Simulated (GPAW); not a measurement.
PtSe2 (Sudovikovite):

```xyz
3
Lattice="3.7240 0.0000 0.0000 -1.8620 3.2251 0.0000 0.0000 0.0000 5.0620" Properties=species:S:1:pos:R:3 pbc="T T T"
Pt    0.0000    0.0000    0.0000
Se    1.8620    1.0750    3.7965
Se    0.0000    2.1501    1.2655
```

Base run:

| Item | Value |
| --- | --- |
| Program | GPAW 26.7.0 |
| Functional | PBE |
| Potentials or basis | GPAW PAW data sets (gpaw-data 1.2.1), other valence |
| Cutoff | 600 eV |
| Basis | pw |
| k mesh | 6 × 6 × 4 |
| Occupations | fermi-dirac, width 0.05 eV |
| Spin | no spin polarisation |

Its results: pressure 7.8 GPa; largest force 0.682 eV/Å.

Q: The run is repeated on the same cell with these changes: potentials or basis from GPAW PAW data sets (gpaw-data 1.2.1), other valence to GPAW PAW data sets (gpaw-data 1.2.1); k mesh from 6 × 6 × 4 to 8 × 8 × 5; valence electrons from 22 to 28. What comes out?

A: Pressure 7.4 GPa; largest force 0.625 eV/Å.

Not every run made on this cell is shown here.
